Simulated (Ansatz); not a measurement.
# Si: a line through an energy map

Aim: follow the energy of Si (I4/mmm, No. 139; 4 atoms in the cell) along one coordinate, volume per atom, with the other held at c/a of the conventional cell = 0.601.

Computed with Ansatz 0.2.0 (DFT PBEsol, scalar-relativistic, plane waves, PAW, unless a step's input says otherwise).

16 further runs of the same task are left out: 16 set aside as unsound or not needed.

## 1. The starting structure

It takes space group I4/mmm (No. 139, tetragonal). Conventional cell: a = 6.644 Å, b = 6.644 Å, c = 3.837 Å, α = 90.00°, β = 90.00°, γ = 90.00°. Si (site symmetry m2m) has 4 Si at 2.34 to 2.38 Å as nearest neighbours.

Coordinates:

```
Si
1.0
    -3.32219    3.32219    1.91868
     3.32219   -3.32219    1.91868
     3.32219    3.32219   -1.91868
Si
4
Direct
  0.17873 0.17873 0.35746
  0.82127 0.82127 0.64254
  0.17873 0.82127 0.00000
  0.82127 0.17873 0.00000
```

It goes back to an entry of the Materials Project, which need not be the stable form.

It is the result of an earlier relaxation at this level (volume 21.18 Å³/atom; gap on the mesh: 0.24 eV).

## 2. The scan

The energy is mapped over volume and the cell's shape.

- volume per atom: 7 values from 19.48 to 22.87 Å³
- c/a of the conventional cell: 7 values from 0.512 to 0.651

Nothing else is relaxed (fractional coordinates fixed). Energies count from the relaxed crystal. Points are written as (first, second).

## 3. The run at (20.05 Å³, 0.601)

input.yaml

```yaml
crystal:
  lattice:
    - [-3.2186726237, 3.2186726237, 1.9350659814]
    - [3.2186726237, -3.2186726237, 1.9350659814]
    - [3.2186726237, 3.2186726237, -1.9350659814]
  atoms:
    - { symbol: Si, position: [0.1787304307, 0.1787304307, 0.3574608614] }
    - { symbol: Si, position: [0.8212695693, 0.8212695693, 0.6425391386] }
    - { symbol: Si, position: [0.1787304307, 0.8212695693, 0.0] }
    - { symbol: Si, position: [0.8212695693, 0.1787304307, 0.0] }
basis:
  ecutwfc: 420
kpoints:
  mp_grid: { grid: [12, 12, 12] }
hamiltonian:
  xc: pbesol
  pseudopotentials: { kind: paw, azcp: { folder: soft_1 } }
scf:
  occupations: { method: gaussian, width: 0.03 }
output:
  forces: true
  stress: true
  eigenvalues: true
```

Launch:

```
> ansatz run input.yaml --threads 1 --pin off --max-ram 2048MiB --backend cpu --events-out ev --progress --plain --runs-dir out
```

The log of the run (excerpt; [...] marks lines left out):

```text
Warning: <dir> the record states the generating functional pbe (its physics header spells it `PBE`), which answers neither for hamiltonian.xc's functional nor for the pbesol family's — results may be inconsistent (PPs are generated against a specific XC)
Warning: RAYON_NUM_THREADS=1 ignored (pool sized by the plan → 1); use --threads N
[...]
Pseudopotentials: kind: paw
Pseudopotential: Si, paw, valence charge 4, recommended cutoff 420 eV (normal), <dir>
Functional definition: PBEsol
[...]
Crystal: 4 atoms, lattice volume = 80.188 Å³
Basis set: ecut = 420 eV, 1575 PW (Γ), exchange–correlation on 72×72×72 points (8 copies of the dense FFT grid, shifted against one another)
Bands: 12, of which v1, the nominal top of the filled ones, is band 8 counted from 1 (7 counted from 0)
Symmetry: 16 space group operations
Space group: I4/mmm (ITA 139), of the structure as read, at distance tolerance 4.3e-5 Å
k-points: 163 of 1728
[...]
SCF iter   1: F=—  HF=-2486.021989 eV  |F-HF|=—  |Δ(HF+E_count)|=         —  Δρ=4.84e-2  dr2=1.93e0  ethr=3.10e-3  ⟨swp⟩=7.7  Hψ=16202  notcnv=0
[...]
SCF iter   7: F=-2485.415386 eV  HF=-2485.415386 eV  |F-HF|=6.31e-10  |Δ(HF+E_count)|=   4.65e-8  Δρ=9.11e-7  dr2=5.93e-10  ethr=2.18e-10  ⟨swp⟩=2.4  Hψ=7274  notcnv=0
[...]
SCF converged after 7 iterations
Free energy (F): -2485.415386 eV
[...]
E sigma→0 (E₀):  -2485.415367 eV
Entropy (-TS):   -0.000037 eV (-0.009 meV/atom)
Fermi energy:    6.344517 eV
[...]
--- Forces (eV/Å), atoms counted from 1 ---
  atom   1  Si     0.47768854     0.47768854    -0.00000000
  atom   2  Si    -0.47768854    -0.47768854     0.00000000
  atom   3  Si    -0.47768854     0.47768854     0.00000000
  atom   4  Si     0.47768854    -0.47768854    -0.00000000
[...]
--- Stress (GPa, compression-positive) ---
        7.880491       0.000000       0.000000
        0.000000       7.880491       0.000000
        0.000000       0.000000       0.200670
  P = ⅓ Tr σ = 5.3206 GPa (53.206 kbar)
--- Band table (eV; the first three rows and the last of 163) ---
  k-point 0: bands = ["-6.1239", "-1.2891", "0.6478", "0.6478", "2.3130", "4.6506", "4.6506", "5.6865", "7.3337", "8.0315", "8.0315", "8.6816"]
[...]
```

Run time: 8 s. Hardware: 1 thread of Intel Xeon Platinum 8375C at 2.90GHz (Ice Lake), shared host; peak memory 0.46 GiB.

On the map this point reads 31 meV/atom.

## 4. Grid point (20.61 Å³, 0.601)

input.yaml: that of step 3 with these lines changed.

```diff
@@ -2,5 +2,5 @@
   lattice:
-    - [-3.2186726237, 3.2186726237, 1.9350659814]
-    - [3.2186726237, -3.2186726237, 1.9350659814]
-    - [3.2186726237, 3.2186726237, -1.9350659814]
+    - [-3.2486310228, 3.2486310228, 1.9530769709]
+    - [3.2486310228, -3.2486310228, 1.9530769709]
+    - [3.2486310228, 3.2486310228, -1.9530769709]
   atoms:
```

Launch:

```
> ansatz run input.yaml --threads 1 --pin off --max-ram 2048MiB --backend cpu --events-out ev --progress --plain --runs-dir out
```

The log of the run (excerpt; [...] marks lines left out):

```text
[...]
SCF converged after 7 iterations
Free energy (F): -2485.469959 eV
[...]
E sigma→0 (E₀):  -2485.469938 eV
Entropy (-TS):   -0.000042 eV (-0.011 meV/atom)
Fermi energy:    6.083870 eV
[...]
--- Forces (eV/Å), atoms counted from 1 ---
  atom   1  Si     0.40472252     0.40472252     0.00000000
  atom   2  Si    -0.40472252    -0.40472252     0.00000000
  atom   3  Si    -0.40472252     0.40472252     0.00000000
  atom   4  Si     0.40472252    -0.40472252     0.00000000
[...]
--- Stress (GPa, compression-positive) ---
        4.917072       0.000000       0.000000
        0.000000       4.917072       0.000000
        0.000000      -0.000000      -2.385759
  P = ⅓ Tr σ = 2.4828 GPa (24.828 kbar)
--- Band table (eV; the first three rows and the last of 163) ---
  k-point 0: bands = ["-6.2173", "-1.5172", "0.4251", "0.4251", "2.1358", "4.3943", "4.3943", "5.4134", "7.0836", "7.6665", "7.6665", "8.3933"]
[...]
```

Wall time 15 s (1 thread of Intel Xeon Platinum 8375C at 2.90GHz (Ice Lake), shared host); peak memory 0.46 GiB.

Energy on the map's scale: 17 meV/atom.

## 5. Grid point (21.18 Å³, 0.601)

input.yaml: that of step 4 with these lines changed.

```diff
@@ -2,5 +2,5 @@
   lattice:
-    - [-3.2486310228, 3.2486310228, 1.9530769709]
-    - [3.2486310228, -3.2486310228, 1.9530769709]
-    - [3.2486310228, 3.2486310228, -1.9530769709]
+    - [-3.278013539, 3.278013539, 1.9707417396]
+    - [3.278013539, -3.278013539, 1.9707417396]
+    - [3.278013539, 3.278013539, -1.9707417396]
   atoms:
```

Launch:

```
> ansatz run input.yaml --threads 1 --pin off --max-ram 2048MiB --backend cpu --events-out ev --progress --plain --runs-dir out
```

The log of the run (excerpt; [...] marks lines left out):

```text
Warning: <dir> the record states the generating functional pbe (its physics header spells it `PBE`), which answers neither for hamiltonian.xc's functional nor for the pbesol family's — results may be inconsistent (PPs are generated against a specific XC)
Warning: RAYON_NUM_THREADS=1 ignored (pool sized by the plan → 1); use --threads N
[...]
[... 3 set-up lines as earlier in the session ...]
[...]
Crystal: 4 atoms, lattice volume = 84.705 Å³
Basis set: ecut = 420 eV, 1687 PW (Γ), exchange–correlation on 72×72×72 points (8 copies of the dense FFT grid, shifted against one another)
Bands: 12, of which v1, the nominal top of the filled ones, is band 8 counted from 1 (7 counted from 0)
[... 1 set-up line as earlier in the session ...]
Space group: I4/mmm (ITA 139), of the structure as read, at distance tolerance 4.4e-5 Å
k-points: 163 of 1728
[...]
SCF iter   1: F=—  HF=-2486.015190 eV  |F-HF|=—  |Δ(HF+E_count)|=         —  Δρ=4.51e-2  dr2=1.76e0  ethr=3.10e-3  ⟨swp⟩=7.6  Hψ=15994  notcnv=0
[...]
SCF iter   7: F=-2485.487153 eV  HF=-2485.487153 eV  |F-HF|=7.78e-10  |Δ(HF+E_count)|=   5.02e-8  Δρ=9.53e-7  dr2=5.96e-10  ethr=2.68e-10  ⟨swp⟩=2.5  Hψ=7369  notcnv=0
[...]
SCF converged after 7 iterations
Free energy (F): -2485.487153 eV
[...]
E sigma→0 (E₀):  -2485.487126 eV
Entropy (-TS):   -0.000055 eV (-0.014 meV/atom)
Fermi energy:    5.809442 eV
[...]
--- Forces (eV/Å), atoms counted from 1 ---
  atom   1  Si     0.33668013     0.33668013     0.00000000
  atom   2  Si    -0.33668013    -0.33668013     0.00000000
  atom   3  Si    -0.33668013     0.33668013     0.00000000
  atom   4  Si     0.33668013    -0.33668013     0.00000000
[...]
--- Stress (GPa, compression-positive) ---
        2.335183      -0.000000       0.000000
       -0.000000       2.335183       0.000000
        0.000000       0.000000      -4.623709
  P = ⅓ Tr σ = 0.0156 GPa (0.156 kbar)
--- Band table (eV; the first three rows and the last of 163) ---
  k-point 0: bands = ["-6.3054", "-1.7333", "0.2123", "0.2123", "1.9679", "4.1519", "4.1519", "5.1547", "6.8456", "7.3181", "7.3181", "8.1192"]
[...]
```

Wall time 11 s (1 thread of Intel Xeon Platinum 8375C at 2.90GHz (Ice Lake), shared host); peak memory 0.46 GiB.

On the map this point reads 13 meV/atom.

## 6. Point (21.74 Å³, 0.601)

input.yaml: that of step 5 with these lines changed.

```diff
@@ -2,5 +2,5 @@
   lattice:
-    - [-3.278013539, 3.278013539, 1.9707417396]
-    - [3.278013539, -3.278013539, 1.9707417396]
-    - [3.278013539, 3.278013539, -1.9707417396]
+    - [-3.3068932935, 3.3068932935, 1.9881042481]
+    - [3.3068932935, -3.3068932935, 1.9881042481]
+    - [3.3068932935, 3.3068932935, -1.9881042481]
   atoms:
```

Launch:

```
> ansatz run input.yaml --threads 1 --pin off --max-ram 2048MiB --backend cpu --events-out ev --progress --plain --runs-dir out
```

The log of the run (excerpt; [...] marks lines left out):

```text
Warning: <dir> the record states the generating functional pbe (its physics header spells it `PBE`), which answers neither for hamiltonian.xc's functional nor for the pbesol family's — results may be inconsistent (PPs are generated against a specific XC)
Warning: RAYON_NUM_THREADS=1 ignored (pool sized by the plan → 1); use --threads N
[...]
[... 3 set-up lines as earlier in the session ...]
[...]
Crystal: 4 atoms, lattice volume = 86.964 Å³
Basis set: ecut = 420 eV, 1711 PW (Γ), exchange–correlation on 72×72×72 points (8 copies of the dense FFT grid, shifted against one another)
Bands: 12, of which v1, the nominal top of the filled ones, is band 8 counted from 1 (7 counted from 0)
[... 2 set-up lines as earlier in the session ...]
k-points: 163 of 1728
[...]
SCF iter   1: F=—  HF=-2485.965063 eV  |F-HF|=—  |Δ(HF+E_count)|=         —  Δρ=4.35e-2  dr2=1.68e0  ethr=3.10e-3  ⟨swp⟩=7.5  Hψ=15935  notcnv=0
[...]
SCF iter   7: F=-2485.471902 eV  HF=-2485.471902 eV  |F-HF|=1.04e-9  |Δ(HF+E_count)|=   5.66e-8  Δρ=1.11e-6  dr2=8.03e-10  ethr=3.25e-10  ⟨swp⟩=2.5  Hψ=7403  notcnv=0
[...]
SCF converged after 7 iterations
Free energy (F): -2485.471902 eV
[...]
E sigma→0 (E₀):  -2485.471863 eV
Entropy (-TS):   -0.000077 eV (-0.019 meV/atom)
Fermi energy:    5.551874 eV
[...]
--- Forces (eV/Å), atoms counted from 1 ---
  atom   1  Si     0.27358212     0.27358212     0.00000000
  atom   2  Si    -0.27358212    -0.27358212     0.00000000
  atom   3  Si    -0.27358212     0.27358212     0.00000000
  atom   4  Si     0.27358212    -0.27358212     0.00000000
[...]
--- Stress (GPa, compression-positive) ---
        0.086087       0.000000       0.000000
        0.000000       0.086087       0.000000
        0.000000       0.000000      -6.557988
  P = ⅓ Tr σ = -2.1286 GPa (-21.286 kbar)
--- Band table (eV; the first three rows and the last of 163) ---
  k-point 0: bands = ["-6.3888", "-1.9386", "0.0082", "0.0082", "1.8086", "3.9221", "3.9221", "4.9090", "6.6183", "6.9851", "6.9851", "7.8576"]
[...]
```

It took 14 s on 1 thread of Intel Xeon Platinum 8375C at 2.90GHz (Ice Lake), shared host; peak memory 0.47 GiB.

That is 16 meV/atom from the zero.

## 7. Point (22.31 Å³, 0.601)

input.yaml: that of step 6 with these lines changed.

```diff
@@ -2,5 +2,5 @@
   lattice:
-    - [-3.3068932935, 3.3068932935, 1.9881042481]
-    - [3.3068932935, -3.3068932935, 1.9881042481]
-    - [3.3068932935, 3.3068932935, -1.9881042481]
+    - [-3.3352949199, 3.3352949199, 2.0051793059]
+    - [3.3352949199, -3.3352949199, 2.0051793059]
+    - [3.3352949199, 3.3352949199, -2.0051793059]
   atoms:
```

Launch:

```
> ansatz run input.yaml --threads 1 --pin off --max-ram 2048MiB --backend cpu --events-out ev --progress --plain --runs-dir out
```

The log of the run (excerpt; [...] marks lines left out):

```text
[...]
SCF converged after 7 iterations
Free energy (F): -2485.428432 eV
[...]
E sigma→0 (E₀):  -2485.428397 eV
Entropy (-TS):   -0.000070 eV (-0.017 meV/atom)
Fermi energy:    5.308731 eV
[...]
--- Forces (eV/Å), atoms counted from 1 ---
  atom   1  Si     0.21555841     0.21555841     0.00000000
  atom   2  Si    -0.21555841    -0.21555841     0.00000000
  atom   3  Si    -0.21555841     0.21555841    -0.00000000
  atom   4  Si     0.21555841    -0.21555841    -0.00000000
[...]
--- Stress (GPa, compression-positive) ---
       -1.876066       0.000000       0.000000
        0.000000      -1.876066       0.000000
        0.000000       0.000000      -8.219295
  P = ⅓ Tr σ = -3.9905 GPa (-39.905 kbar)
--- Band table (eV; the first three rows and the last of 163) ---
  k-point 0: bands = ["-6.4679", "-2.1338", "-0.1878", "-0.1878", "1.6568", "3.7039", "3.7039", "4.6752", "6.4008", "6.6665", "6.6665", "7.6077"]
[...]
```

Run time: 9.5 s. Hardware: 1 thread of Intel Xeon Platinum 8375C at 2.90GHz (Ice Lake), shared host; peak memory 0.48 GiB.

That is 27 meV/atom from the zero.

## 8. Grid point (22.87 Å³, 0.601)

input.yaml: that of step 7 with these lines changed.

```diff
@@ -2,5 +2,5 @@
   lattice:
-    - [-3.3352949199, 3.3352949199, 2.0051793059]
-    - [3.3352949199, -3.3352949199, 2.0051793059]
-    - [3.3352949199, 3.3352949199, -2.0051793059]
+    - [-3.3631718883, 3.3631718883, 2.0219389392]
+    - [3.3631718883, -3.3631718883, 2.0219389392]
+    - [3.3631718883, 3.3631718883, -2.0219389392]
   atoms:
@@ -23 +23,5 @@
   eigenvalues: true
+  write_density: true
+  write_potential: true
+  elf: true
+  volumetric_format: npy
```

Launch:

```
> ansatz run input.yaml --threads 1 --pin off --max-ram 2048MiB --backend cpu --events-out ev --progress --plain --runs-dir out
```

The log of the run (excerpt; [...] marks lines left out):

```text
[...]
SCF converged after 7 iterations
Free energy (F): -2485.360629 eV
[...]
E sigma→0 (E₀):  -2485.360603 eV
Entropy (-TS):   -0.000053 eV (-0.013 meV/atom)
Fermi energy:    5.076439 eV
[...]
--- Forces (eV/Å), atoms counted from 1 ---
  atom   1  Si     0.16278691     0.16278691     0.00000000
  atom   2  Si    -0.16278691    -0.16278691     0.00000000
  atom   3  Si    -0.16278691     0.16278691     0.00000000
  atom   4  Si     0.16278691    -0.16278691    -0.00000000
[...]
--- Stress (GPa, compression-positive) ---
       -3.585513       0.000000       0.000000
        0.000000      -3.585513       0.000000
        0.000000       0.000000      -9.632575
  P = ⅓ Tr σ = -5.6012 GPa (-56.012 kbar)
--- Band table (eV; the first three rows and the last of 163) ---
  k-point 0: bands = ["-6.5430", "-2.3192", "-0.3762", "-0.3762", "1.5125", "3.4969", "3.4969", "4.4529", "6.1929", "6.3622", "6.3622", "7.3691"]
[...]
```

It took 19 s on 1 thread of Intel Xeon Platinum 8375C at 2.90GHz (Ice Lake), shared host; peak memory 0.47 GiB.

The maps below are laid out on this run's own conventional cell (a, b, c = 6.726, 6.726, 4.044 Å).

Density in a lattice plane of the grid's cell (edges 6.73 and 6.73 Å, at 0.000 of the third edge), which holds Si.

Values in e/Å³, 12 rows by 12 columns:
```
0.30 0.38 0.43 0.40 0.17 0.04 0.02 0.04 0.17 0.40 0.43 0.38
0.51 0.43 0.15 0.24 0.22 0.06 0.03 0.06 0.22 0.24 0.15 0.43
0.40 0.40 0.24 0.33 0.22 0.07 0.03 0.07 0.22 0.33 0.24 0.40
0.14 0.17 0.22 0.22 0.12 0.05 0.03 0.05 0.12 0.22 0.22 0.17
0.04 0.04 0.06 0.07 0.05 0.03 0.02 0.03 0.05 0.07 0.06 0.04
0.01 0.02 0.03 0.03 0.03 0.02 0.01 0.02 0.03 0.03 0.03 0.02
0.04 0.04 0.06 0.07 0.05 0.03 0.02 0.03 0.05 0.07 0.06 0.04
0.14 0.17 0.22 0.22 0.12 0.05 0.03 0.05 0.12 0.22 0.22 0.17
0.40 0.40 0.24 0.33 0.22 0.07 0.03 0.07 0.22 0.33 0.24 0.40
0.51 0.43 0.15 0.24 0.22 0.06 0.03 0.06 0.22 0.24 0.15 0.43
0.30 0.38 0.43 0.40 0.17 0.04 0.02 0.04 0.17 0.40 0.43 0.38
0.18 0.30 0.51 0.40 0.14 0.04 0.01 0.04 0.14 0.40 0.51 0.30
```
Columns run along the first of these edges and rows up along the second, over one cell in 12 and 12 even steps from the bottom left corner. Atoms in the plane (fractional): Si at (0.18, 0.18), Si at (0.82, 0.82), Si at (0.82, 0.18), Si at (0.18, 0.82).

ELF in the same plane.

Ten even steps from ' ' (0.01) to '@' (0.95):
```
====**%%@@@@@@%%**--..      ..--**%%@@@@@@%%**==
####**++********++--..      ..--++********++**##
@@@@##======--==++--..      ..--++==--======##@@
@@@@%%========++++==..      ..==++++========%%@@
@@@@%%++--==++****==..      ..==****++==--++%%@@
%%%%##++++++****++--..      ..--++****++++++##%%
++++++==++++++==--..          ..--==++++++==++++
::::::::::::::::..              ..::::::::::::::
                                                
                                                
                                                
::::::::::::::::..              ..::::::::::::::
++++++==++++++==--..          ..--==++++++==++++
%%%%##++++++****++--..      ..--++****++++++##%%
@@@@%%++--==++****==..      ..==****++==--++%%@@
@@@@%%========++++==..      ..==++++========%%@@
@@@@##======--==++--..      ..--++==--======##@@
####**++********++--..      ..--++********++**##
====**%%@@@@@@%%**--..      ..--**%%@@@@@@%%**==
::--**%%@@@@@@%%##==..      ..==##%%@@@@@@%%**--
```
Columns run along the first of these edges and rows up along the second, over one cell in 24 and 20 even steps from the bottom left corner. Atoms in the plane (fractional): Si at (0.18, 0.18), Si at (0.82, 0.82), Si at (0.82, 0.18), Si at (0.18, 0.82).

Both are smooth fields of the valence electrons: close to the nuclei they are not physical.

Outside the cores ELF peaks at 0.95 on the Si–Si line, 1.2 Å from Si.

That is 44 meV/atom from the zero.

## 9. What came out

| volume per atom (Å³) | step | energy (meV/atom) | slope (meV/atom per Å³) | pressure (GPa) | largest force on an atom (eV/Å) |
| --- | --- | --- | --- | --- | --- |
| 19.48 | – | 55 | −54 | 8.6 | 0.79 |
| 20.05 | 3 | 31 | −33 | 5.3 | 0.68 |
| 20.61 | 4 | 17 | −15 | 2.5 | 0.57 |
| 21.18 | 5 | 13 | 0 | 0.0 | 0.48 |
| 21.74 | 6 | 16 | 13 | −2.1 | 0.39 |
| 22.31 | 7 | 27 | 25 | −4.0 | 0.30 |
| 22.87 | 8 | 44 | 35 | −5.6 | 0.23 |

Energies count from the relaxed crystal. Rows without a step come from runs not printed here or follow by symmetry. Slopes come from the forces (and the stress, where the cell changes), not from differences of energies.

What this shows: The lowest point of the line is at 21.18 Å³, 13 meV/atom from the zero. A fit to energies and slopes at the lowest point and its two neighbours puts the minimum at 21.179 Å³, with a curvature of about 25 meV/atom per (Å³)². V·d²E/dV² there is about 86 GPa, a bulk modulus under this line's constraint. The highest point computed, at 19.48 Å³, lies 42 meV/atom above the lowest. This is one cut through a surface in two coordinates; the map's lowest point lies off it. The gap on the mesh closes on part of the grid.
